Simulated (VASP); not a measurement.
# Lu (P6_3/mmc) in VASP: a series of runs

One crystal, Lu, is run at these levels: PBE; tasks: single point.

Everything below comes from runs of VASP 6.6.1. Logs are shortened: lines on timing, memory, paths and dates and some standing lists are left out, and cuts for length are marked.

### Step 1. The structure

The structure is hexagonal, space group P6_3/mmc (No. 194). Conventional cell: a = 3.503 Å, b = 3.503 Å, c = 5.551 Å, α = 90.00°, β = 90.00°, γ = 120.00°. Lu (site symmetry -6m2) has 12 Lu at 3.43 to 3.50 Å as nearest neighbours.

### Step 2. Single point, PBE

File INCAR:

```
SYSTEM = Lu
  PREC = Accurate
  ENCUT = 450
  EDIFF = 1E-6
  ISMEAR = 0
  SIGMA = 0.1
  LREAL = .False.
  LASPH = .True.
  NELM = 100
  ALGO = Normal
  ISIF = 2
  LWAVE = .False.
  LCHARG = .False.
  GGA = PE
  ADDGRID = .False.
```

File KPOINTS:

```
regular mesh
0
Gamma
  19 19 10
  0 0 0
```

File POSCAR:

```
Lu
1.0
    3.5031000000      0.0000000000      0.0000000000
   -1.7515500000      3.0337735920      0.0000000000
    0.0000000000      0.0000000000      5.5509000000
Lu
2
Direct
    0.6666666667      0.3333333333      0.7500000000
    0.3333333333      0.6666666667      0.2500000000
```

Potentials or basis: VASP PAW PBE potentials, release 64 (Lu_3), 4f in core.

The run is started by

```
$ cat potpaw_PBE.64/Lu_3/POTCAR > POTCAR
$ mpirun -np 1 vasp_std > vasp.out
```

OUTCAR:

```text
SYSTEM = Lu
   PREC = Accurate
   ENCUT = 450
   EDIFF = 1E-6
   ISMEAR = 0
   LREAL = .False.
   LASPH = .True.
   NELM = 100
   ISIF = 2
   GGA = PE

 Found    240 irreducible k-points:

 Following reciprocal coordinates:
            Coordinates               Weight
  0.000000  0.000000  0.000000      1.000000
  0.052632  0.000000  0.000000      6.000000
  0.105263  0.000000  0.000000      6.000000
  0.157895 -0.000000  0.000000      6.000000
  0.210526 -0.000000  0.000000      6.000000
  0.263158 -0.000000  0.000000      6.000000
   k-points           NKPTS =    240   k-points in BZ     NKDIM =    240   number of bands    NBANDS=     13
   number of dos      NEDOS =    301   number of ions     NIONS =      2
   total plane-waves  NPLWV =  23040
   dimension x,y,z NGX =    24 NGY =   24 NGZ =   40
   dimension x,y,z NGXF=    48 NGYF=   48 NGZF=   80
   ions per type =               2
   NGX,Y,Z   is equivalent  to a cutoff of  11.39, 11.39, 11.98 a.u.
   NGXF,Y,Z  is equivalent  to a cutoff of  22.78, 22.78, 23.96 a.u.
 SYSTEM =  Lu
   PREC   = accura    normal or accurate (medium, high low for compatibility)
   ISTART =      0    job   : 0-new  1-cont  2-samecut
   ICHARG =      2    charge: 1-file 2-atom 10-const
   ISPIN  =      1    spin polarized calculation?
   LNONCOLLINEAR =      F non collinear calculations
   LSORBIT =      F    spin-orbit coupling
   LASPH  =      T    aspherical Exc in radial PAW
   ENCUT  =  450.0 eV  33.07 Ry    5.75 a.u.   6.06  6.06  9.60*2*pi/ulx,y,z
   NELM   =    100;   NELMIN=  2; NELMDL= -5     # of ELM steps
   EDIFF  = 0.1E-05   stopping-criterion for ELM
   LREAL  =      F    real-space projection
   EDIFFG = 0.1E-04   stopping-criterion for IOM
   NSW    =      0    number of steps for IOM
   IBRION =     -1    ionic relax: 0-MD 1-quasi-New 2-CG
   NFREE  =      0    steps in history (QN), initial steepest desc. (CG)
   ISIF   =      2    stress and relaxation
   ISYM   =      2    0-nonsym 1-usesym 2-fastsym
   POTIM  = 0.5000    time-step for ionic-motion
   TEBEG  =    0.0;   TEEND  =   0.0 temperature during run
   PSTRESS=    0.0 pullay stress
   NELECT =      18.0000    total number of electrons
   NUPDOWN=      -1.0000    fix difference up-down
   EMIN   =  10.00;   EMAX   =-10.00  energy-range for DOS
   EFERMI =   0.00;   METHOD = LEGACY
   ISMEAR =     0;   SIGMA  =   0.10  broadening in eV -4-tet -1-fermi 0-gaus
   EFERMI_NEDOS =   21; number of points for ismear=-14 and -15
   IALGO  =     38    algorithm
   IMIX   =      4    mixing-type and parameters
     AMIX     =   0.40;   BMIX     =  1.00
     AMIX_MAG =   1.60;   BMIX_MAG =  1.00
  volume/ion in A,a.u.               =      29.50       199.05
  Fermi-wavevector in a.u.,A,eV,Ry     =   1.102130  2.082723 16.526853  1.214689
  Thomas-Fermi vector in A             =   2.238568
   LORBIT       =      0    0 simple, 1 ext, 2 COOP (PROOUT), +10 PAW based schemes
   GGA     = PE    functional components
   LHFCALC =     F    Hartree Fock is set to
   AEXX    =    0.0000 exact exchange contribution
   IVDW    =     0    specifies the selected vdW correction
   LEPSILON=     F    determine dielectric tensor
   LRPA    =     F    only Hartree local field effects (RPA)
 non-spin polarized calculation
 Gauss-broadening in eV      SIGMA  =   0.10
  energy-cutoff  :      450.00
  volume of cell :       58.99
 maximum number of plane-waves:      1300
   NGX = 13   NGY = 13   NGZ = 19

 number of electron      18.0000001 magnetization

 Free energy of the ion-electron system (eV)
  ---------------------------------------------------
  ext. energy  EPLUGINS =         0.00000000
  ---------------------------------------------------
  free energy    TOTEN  =        -8.91335793 eV

  energy without entropy =       -8.89501875  energy(sigma->0) =       -8.90418834

 E-fermi :   2.7772     XC(G=0):  -9.9083

 val. band max:        2.7740060682   @ k =   0.2632   0.2105   0.4000
 cond. band min:       2.7776938496   @ k =   0.3684   0.0526   0.2000
 fundamental gap:      0.0036877815
 Fermi energy:         2.7772465044

 k-point     1 :       0.0000    0.0000    0.0000
  band No.  band energies     occupation
      1     -24.2702      2.00000
      2     -23.8611      2.00000
      3     -23.8611      2.00000
      4     -23.7851      2.00000
      5     -23.7851      2.00000
      6     -23.7594      2.00000
      7      -3.2479      2.00000
      8       0.3402      2.00000
      9       3.3271      0.00000
     10       4.9919      0.00000
     11       4.9922      0.00000
     12       5.2740      0.00000
     13       5.6971      0.00000

 k-point     2 :       0.0526    0.0000    0.0000
  band No.  band energies     occupation
      1     -24.2660      2.00000
      2     -23.8700      2.00000
      3     -23.8641      2.00000
      4     -23.7946      2.00000
      5     -23.7863      2.00000
      6     -23.7613      2.00000
      7      -3.1815      2.00000
      8       0.4088      2.00000
      9       3.2806      0.00000
     10       4.7681      0.00000
     11       5.0545      0.00000
     12       5.4468      0.00000
     13       5.6056      0.00000
[... 33 lines left out ...]
 k-point     5 :       0.2105   -0.0000    0.0000
  band No.  band energies     occupation
      1     -24.2063      2.00000
      2     -23.9863      2.00000
      3     -23.9137      2.00000
      4     -23.9017      2.00000
      5     -23.8040      2.00000
      6     -23.7906      2.00000
      7      -2.2425      2.00000
      8       1.2975      2.00000
      9       2.7384      1.41729
     10       3.5661      0.00000
     11       4.6646      0.00000
     12       5.2542      0.00000
     13       5.5236      0.00000

 k-point     6 :       0.2632   -0.0000    0.0000
  band No.  band energies     occupation
      1     -24.1747      2.00000
      2     -24.0410      2.00000
      3     -23.9671      2.00000
      4     -23.9186      2.00000
      5     -23.8129      2.00000
      6     -23.8079      2.00000
      7      -1.7315      2.00000
      8       1.6519      2.00000
      9       2.5122      1.99982
     10       3.2164      0.00000
     11       4.4298      0.00000
     12       4.9548      0.00000
     13       5.2773      0.00000

 [... further k-points ...]

------------------------ aborting loop because EDIFF is reached ----------------------------------------

  FORCE on cell =-STRESS in cart. coord.  units (eV):
  Direction    XX          YY          ZZ          XY          YZ          ZX
  --------------------------------------------------------------------------------------
  -------------------------------------------------------------------------------------
  Total        0.1171341      0.1171341     -0.3361960      0.0000000      0.0000000      0.0000000
  in kB        3.1812290      3.1812290     -9.1306997      0.0000000      0.0000000      0.0000000
  external PRESSURE =      -0.9227473 kB  Pullay stress =       0.0000000 kB

 VOLUME and BASIS-vectors are now :
 -----------------------------------------------------------------------------
  energy-cutoff  :      450.00
  volume of cell :       58.99
      direct lattice vectors                 reciprocal lattice vectors
     3.503100000  0.000000000  0.000000000     0.285461448  0.164811244  0.000000000
    -1.751550000  3.033773592  0.000000000     0.000000000  0.329622488  0.000000000
     0.000000000  0.000000000  5.550900000     0.000000000  0.000000000  0.180150967

 POSITION                                       TOTAL-FORCE (eV/Angst)
 -----------------------------------------------------------------------------------
      1.75155      1.01126      4.16318         0.000000     -0.000000      0.000000
     -0.00000      2.02252      1.38773        -0.000000      0.000000      0.000000
 -----------------------------------------------------------------------------------
    total drift:                               -0.000000      0.000000     -0.000000

  FREE ENERGIE OF THE ION-ELECTRON SYSTEM (eV)
  ---------------------------------------------------
  free  energy   TOTEN  =        -8.9133579288 eV

  energy  without entropy=       -8.8950187471  energy(sigma->0) =       -8.90418834
```

OSZICAR:

```text
N       E                     dE             d eps       ncg     rms          rms(c)
DAV:   1     0.409667987923E+02    0.40967E+02   -0.82589E+03 11339   0.139E+03
DAV:   2    -0.669306074766E+01   -0.47660E+02   -0.46406E+02 10757   0.678E+02
DAV:   3    -0.882454379141E+01   -0.21315E+01   -0.20272E+01 10980   0.598E+01
DAV:   4    -0.891732195586E+01   -0.92778E-01   -0.89162E-01 11520   0.987E+00
DAV:   5    -0.892034169941E+01   -0.30197E-02   -0.29970E-02 10609   0.177E+00    0.252E+01
DAV:   6    -0.890711416418E+01    0.13228E-01   -0.35419E-02 10421   0.424E+00    0.150E+01
DAV:   7    -0.891347995669E+01   -0.63658E-02   -0.66763E-02 10069   0.570E+00    0.371E-01
DAV:   8    -0.891335135507E+01    0.12860E-03   -0.46156E-03 10302   0.982E-01    0.993E-02
DAV:   9    -0.891336203412E+01   -0.10679E-04   -0.21622E-04 10881   0.236E-01    0.297E-02
DAV:  10    -0.891335750458E+01    0.45295E-05   -0.22126E-05 10652   0.743E-02    0.341E-02
DAV:  11    -0.891335792882E+01   -0.42424E-06   -0.72179E-07  6090   0.183E-02
   1 F= -.89133579E+01 E0= -.89041883E+01  d E =-.183392E-01
```

stdout:

```text
POSCAR found type information on POSCAR Lu
 POSCAR found :  1 types and       2 ions
 scaLAPACK will be used
 LDA part: xc-table for (Slater+PW92), standard interpolation
 POSCAR, INCAR and KPOINTS ok, starting setup
 FFT: planning ... GRIDC
 FFT: planning ... GRID_SOFT
 FFT: planning ... GRID
 WAVECAR not read
 entering main loop
```

It took 38 s on 1 thread of Intel Xeon 6975P-C (Granite Rapids), shared host; peak memory 0.26 GiB.

The run converged, but some of its settings lie outside the range that counts as converged, so its numbers aren't taken as properties of the crystal.

Results:

| Quantity | Value |
| --- | --- |
| Free energy | -8.9134 eV |
| Pressure | -0.1 GPa |
| Band gap on the k mesh | none (metal or under the smearing width) |

### Step 3. Single point, PBE

INCAR is that of step 2.

KPOINTS is that of step 2.

File POSCAR:

```
Lu
1.0
    3.5031000000      0.0000000000      0.0000000000
   -1.7515500000      3.0337735920      0.0000000000
    0.0000000000      0.0000000000      5.5509000000
Lu
2
Direct
    0.6483880000      0.2977880000      0.7516770000
    0.3414390000      0.6668870000      0.2457360000
```

Potentials or basis: VASP PAW PBE potentials, release 64 (Lu_3), 4f in core.

The run is started by

```
$ cat potpaw_PBE.64/Lu_3/POTCAR > POTCAR
$ mpirun -np 1 vasp_std > vasp.out
```

It took 4.6 min on 1 thread of Intel Xeon 6975P-C (Granite Rapids), shared host; peak memory 1 GiB.

These settings aren't checked as converged: the numbers below hold their error.

Results:

```yaml
Free_energy: -8.9017 eV
Pressure: -0.1 GPa
Largest_force: 0.219 eV/Å
Band_gap_on_the_k_mesh: none (metal or under the smearing width)
```

### Step 4. For comparison

An earlier run on the cell as given: functional PBE; potentials or basis VASP PAW PBE potentials, release 64 (Lu); cutoff 520 eV; k mesh 9 × 9 × 5; occupations fermi-dirac, width 0.05 eV; no spin polarisation.

- Pressure: -0.4 GPa
- Band gap on the k mesh: none (metal or under the smearing width)
